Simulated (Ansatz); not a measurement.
Runs of Ansatz 0.2.0 on CuI (Marshite). The structure is cubic, space group F-43m (No. 216). The conventional cell has a = 6.063 Å, b = 6.063 Å, c = 6.063 Å, α = 90.00°, β = 90.00°, γ = 90.00°. Around I (site symmetry -43m) lie 4 Cu at 2.63 Å. Around Cu (site symmetry -43m) lie 4 I at 2.63 Å. 

```tsv
task	level	cell	k mesh	cutoff (eV)	smearing	gap on the mesh (eV)	pressure (GPa)	relaxed volume (Å³/atom)
single point	RPBE	as given	8 × 8 × 8	283	gaussian 0.1 eV	1.26	(a)	-
phonons	PBEsol	as given	6 × 6 × 6	305	fermi-dirac 0.05 eV	1.01	-	-
relaxation of cell and atoms	revPBE+D3(BJ)	relaxed	8 × 8 × 8	-	fermi-dirac 0.05 eV	1.40	0.0	(b)
relaxation of cell and atoms	revPBE+D4	relaxed	8 × 8 × 8	-	fermi-dirac 0.05 eV	1.37	0.0	26.41
```

Alike in all rows: potentials or basis all-electron LAPW, scalar-relativistic; no spin polarisation; basis error allowed 0.001 eV/atom.

Estimate the missing entries.

(a) 2.4; (b) 26.15.

Caveats: spin-orbit coupling is left out, which moves the levels of the heavy elements.

A k mesh can miss the band edges, and the runs leave out spin-orbit coupling on I.

Runs at the PBE level aren't shown here.
